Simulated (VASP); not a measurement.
# Mg16O15 (a cell with a defect) in VASP: notebook, part 2 of 2

VASP 6.6.1. Earlier steps stand in the parts before.

## (3) Single point, HSE06, collinear spin, ferromagnetic start

POSCAR

```
Mg16O15                                 
1.0
   -4.2449620000      4.2449620000     -4.2449620000
    4.2449620000      4.2449620000      4.2449620000
    4.2449620000     -4.2449620000     -4.2449620000
  Mg              O             
    16    15
Direct
     0.2504851220250342    0.9997042930609249    0.7502353803427984
     0.9899440502360966    0.2394773703695000    0.7500071963592403
     0.5005820200582212    0.9997648630875057    0.4999013873398327
     0.7504642620696401    0.5002155302301922    0.7504053898670595
     0.2504513829650717    0.2393998148661381    0.4899770141264361
     0.5111400153171481    0.7606746551590081    0.7499915189053790
     0.9898565537598735    0.4995826412577440    0.4895527498104402
     0.7501098440630994    0.9995027733532015    0.2496492966844727
     0.5005517589887450    0.2501135175020252    0.2504377044268883
     0.7508992492949924    0.7500420723031821    0.5004337815994189
     0.0006235062999075    0.0003530363271533    0.0006456653318712
     0.2504468396347579    0.4999168507032145    0.2502437643417865
     0.0006344808777940    0.7500180113076492    0.2503138639652597
     0.7500087260903225    0.2499204532221634    0.9998717222269956
     0.5109332915199151    0.4998629120538236    0.0108876247884008
     0.2503402444700865    0.7605767481705488    0.0107376417148652
     0.0023988772685082    0.7480922166766278    0.7503611541108876
     0.4987957788103599    0.5000975437522994    0.5022788197136401
     0.7507120052128111    0.0000432075572048    0.7500934618447547
     0.2504666476146353    0.7478681570167102    0.5018088844815330
     0.4985471694005945    0.2518405454735776    0.7504160013237325
     0.0023142008924482    0.0033936704579727    0.5020318493915739
     0.7505795446853535    0.4997938105850270    0.2502690818294919
     0.4985096402782795    0.7478393226825680    0.2462176592099942
     0.7538587363740809    0.2514813167748052    0.5017068960087797
     0.0020891232744132    0.5000278211444704    0.9982793102238905
     0.2509387502835058    0.0001980743427180    0.2507237886716260
     0.0021613304574217    0.2515457361526184    0.2538013549578436
     0.7466454735063427    0.7481279432468635    0.9983071872990594
     0.4983347749075045    0.9960088426208239    0.9979977207573795
     0.2504244493630321    0.2518239885417351    0.9985818583446643
```

INCAR.step1

```
PREC = Normal
ENCUT = 400
EDIFF = 1E-5
ISMEAR = 0
SIGMA = 0.01
LREAL = Auto
LASPH = T
NELM = 150
ALGO = Normal
ISIF = 2
LWAVE = T
LCHARG = F
ISPIN = 2
MAGMOM = 0 0.166667 0 0 0.166667 0.166667 0.166667 0 0 0 0 0 0 0 0.166667 0.166667 0 0 0 0 0 0 0 0 0 0 0 0 0 0 0
LORBIT = 11
NBANDS = 86
AMIX = 0.2
BMIX = 1E-4
AMIX_MAG = 0.8
BMIX_MAG = 1E-4
ICORELEVEL = 1
NELECT = 121.0
GGA = PE
```

INCAR.step2

```
PREC = Normal
ENCUT = 400
EDIFF = 1E-7
ISMEAR = 0
SIGMA = 0.01
LREAL = Auto
LASPH = T
NELM = 150
ALGO = Normal
ISIF = 2
LWAVE = F
LCHARG = F
ISPIN = 2
MAGMOM = 0 0.166667 0 0 0.166667 0.166667 0.166667 0 0 0 0 0 0 0 0.166667 0.166667 0 0 0 0 0 0 0 0 0 0 0 0 0 0 0
LORBIT = 11
GGA = PE
LHFCALC = T
HFSCREEN = 0.2
PRECFOCK = Fast
NBANDS = 86
AMIX = 0.2
BMIX = 1E-4
AMIX_MAG = 0.8
BMIX_MAG = 1E-4
ICORELEVEL = 1
NELECT = 121.0
ISTART = 1
```

KPOINTS

```
regular mesh
0
Gamma
  1 1 1
```

Potentials or basis: VASP PAW PBE potentials, release 64 (Mg, O).

Run with:

```console
$ cat potpaw_PBE.64/Mg/POTCAR potpaw_PBE.64/O/POTCAR > POTCAR
$ cp INCAR.step1 INCAR
$ mpirun -np 8 vasp_gam > vasp.out
$ cp INCAR.step2 INCAR
$ mpirun -np 8 vasp_gam > vasp.out
```

Run time: 71 s. Hardware: 8 MPI ranks of Intel Xeon Platinum 8559C (Emerald Rapids), shared host; peak memory 0.29 GiB.

The run converged. Its results:

* Free energy: -220.2189 eV
* Largest force: 0.319 eV/Å
* Band gap on the k mesh: 2.35 eV, direct
* Net moment: 1.00 μB per cell
* Valence electrons inside the program's atomic spheres: Mg 0.38, 0.39, 0.37; O 5.14, 5.17

Forces on the atoms (eV/Å):
```
Mg   0.007  0.003  0.007
Mg   0.008 -0.319 -0.006
Mg   0.014  0.000 -0.003
Mg  -0.013 -0.007  0.001
Mg  -0.315  0.010  0.001
Mg  -0.001  0.292 -0.005
Mg   0.005  0.005  0.312
Mg   0.013  0.003 -0.010
Mg  -0.005 -0.003 -0.001
Mg   0.001 -0.005  0.008
Mg  -0.016  0.003  0.005
Mg  -0.004 -0.001  0.006
Mg  -0.003 -0.007  0.000
Mg  -0.004  0.010 -0.022
Mg   0.000  0.004 -0.303
Mg   0.300 -0.003 -0.003
O   -0.054  0.001 -0.048
O    0.049 -0.055  0.007
O    0.009 -0.013  0.006
O    0.011 -0.052 -0.056
O    0.044  0.002  0.053
O    0.055  0.057  0.006
O    0.008  0.001  0.011
O   -0.044  0.001  0.048
O    0.007  0.060 -0.065
O   -0.059  0.055 -0.008
O   -0.009 -0.009  0.026
O    0.054  0.004 -0.055
O   -0.001 -0.048  0.044
O   -0.048 -0.047 -0.008
O   -0.008  0.057  0.053
```

Levels at points of the mesh, in eV from the valence-band top:
Spin up:
```tsv
k point	band 59	band 60	band 61	band 62	band 63	band 64
(0.00, 0.00, 0.00)	-2.09	-2.09	0.00	5.36	6.38	6.39
```
Spin down:
```
           k point  band 56  band 57  band 58  band 59  band 60  band 61  band 62  band 63  band 64  band 65
(0.00, 0.00, 0.00)    -2.53    -2.53    -2.07    -2.07    -2.07     2.35     5.78     7.17     7.18     7.18
```

Core levels (eV, on the scale of the bands):
```
atom                          levels
1 Mg  1s -1249.2, 2s -69.5, 2p -36.2
2 Mg  1s -1249.4, 2s -69.8, 2p -36.5
3 Mg  1s -1249.4, 2s -69.7, 2p -36.4
4 Mg  1s -1249.2, 2s -69.5, 2p -36.2
5 Mg  1s -1249.4, 2s -69.8, 2p -36.5
6 Mg  1s -1249.4, 2s -69.8, 2p -36.5
```

Caveat: the cell is charged against a uniform background, so pressure and absolute levels hang on convention; the PAW data sets were made with another functional, which shifts forces and pressure a little.
